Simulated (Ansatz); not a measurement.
How settings move the results for Sr

```
Sr
1.0
     0.00000    4.80912    4.80912
     4.80912    0.00000    4.80912
     4.80912    4.80912    0.00000
Sr
2
Direct
  0.00000 0.00000 0.00000
  0.25000 0.25000 0.25000
```

Atoms are numbered in the order listed.

The structure comes from a relaxation in the same program, started in the diamond type, and has space group Fd-3m. Whether it is a known phase or the ground state wasn't checked.

All numbers below come from Ansatz 0.2.0, DFT, PBE, PAW with Ansatz's default frozen-core files, scalar-relativistic.

Settings: a Γ-centred 11×11×11 k mesh, Fermi–Dirac smearing of 0.08 eV, cutoff 420 eV, no spin polarisation. One setting is then changed at a time.

| k mesh | free energy less the base's (meV/atom) | P (GPa) |
| --- | --- | --- |
| 11×11×11 (base) | 0.0 | 0.01 |
| 3×3×3 | ? | ? |
| 6×6×6 | 0.4 | 0.01 |
| 8×8×8 | 0.0 | 0.01 |
| 15×15×15 | 0.0 | 0.01 |

**Question.** What belongs in the row "3×3×3", column "free energy less the base's (meV/atom)"?

**Answer.** 7.9.

**Question.** Fill in "P (GPa)" for the row "3×3×3".

**Answer.** 0.07.
